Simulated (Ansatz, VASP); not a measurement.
One calculation of Cs, two programs

File INCAR:

```
SYSTEM = Cs
PREC = Accurate ; ENCUT = 520
EDIFF = 1E-6 ; ISMEAR = -1
SIGMA = 0.05 ; LREAL = .FALSE.
LASPH = .TRUE. ; NELM = 100
ALGO = Normal ; ISIF = 2
LWAVE = .FALSE. ; LCHARG = .FALSE.
NBANDS = 10
```

File KPOINTS:

```
Automatic mesh
0
G
  9 9 9
  0 0 0
```

Contents of POSCAR:

```
Cs
1.0
   -3.0225000000      3.0225000000      2.9922750000
    3.0225000000     -3.0225000000      2.9922750000
    3.0225000000      3.0225000000     -2.9922750000
Cs
1
Direct
    0.0000000000      0.0000000000      0.0000000000
```

Input for Ansatz:

```yaml
crystal:
  lattice:
    - [-3.0225, 3.0225, 2.992275]
    - [3.0225, -3.0225, 2.992275]
    - [3.0225, 3.0225, -2.992275]
  atoms:
    - { symbol: Cs, position: [0.0, 0.0, 0.0] }
kpoints:
  mp_grid: { grid: [9, 9, 9] }
  band_path:
    path:
      - [0.0, 0.0, 0.0]
      - [0.0, 0.0, 0.5]
      - [-0.5, 0.5, 0.5]
      - [0.0, 0.0, 0.0]
      - [0.495025, 0.495025, -0.495025]
      - [-0.495025, 0.504975, 0.495025]
      - [-0.5, 0.5, 0.5]
      - [0.0, 0.0, 0.5]
      - [0.25, 0.25, 0.25]
    npoints: 5
scf:
  occupations: { method: fermi_dirac, width: 0.05 }
hamiltonian:
  xc: lda
  pseudopotentials: { kind: all_electron, lapw: { basis_error: 0.001 } }
output:
  forces: true
  stress: true
  eigenvalues: true
```

Change from the starting cell: zz strain of -1 %.

Alike in both runs: task single point; functional LDA; k mesh 9 × 9 × 9; occupations fermi-dirac, width 0.05 eV; no spin polarisation.

|  | VASP | Ansatz |
| --- | --- | --- |
| version | VASP 6.6.1 | Ansatz 0.2.0 |
| potentials or method | VASP PAW LDA potentials, release 64 (Cs_sv) | all-electron LAPW, scalar-relativistic |
| plane-wave cutoff (eV) | 520 | see its input |

```csv
,VASP,Ansatz,Ansatz less VASP
pressure (GPa),-0.3,-0.3,+0.01
```

Ansatz ran all-electron here, so the differences hold the error of VASP's frozen core and of both bases.

Spin-orbit coupling is left out, which matters for the levels of Cs.
